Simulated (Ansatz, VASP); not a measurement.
# AlN: VASP beside Ansatz

```
CELL_PARAMETERS angstrom
3.13020 0.00000 0.00000
-1.56510 2.71083 0.00000
0.00000 0.00000 5.01795
ATOMIC_POSITIONS crystal
Al 0.33333 0.66667 0.00023
Al 0.66667 0.33333 0.50023
N 0.33333 0.66667 0.38177
N 0.66667 0.33333 0.88177
```

Alike in both runs: task single point; functional HSE06; k mesh 6 × 6 × 4; no spin polarisation.

```csv
,VASP,Ansatz
version,VASP 6.6.1,Ansatz 0.2.0
potentials or method,"VASP PAW PBE potentials, release 64 (Al, N)","scalar-relativistic, plane waves, PAW"
plane-wave cutoff (eV),520,480
occupations,"gaussian, width 0.01 eV",fixed
valence electrons in the cell,16,16
```

```csv
,VASP,Ansatz,Ansatz less VASP
gap on the k mesh at the Fermi level (eV),5.37,5.38,+0.009
least direct gap on the mesh (eV),5.37,5.38,+0.009
```
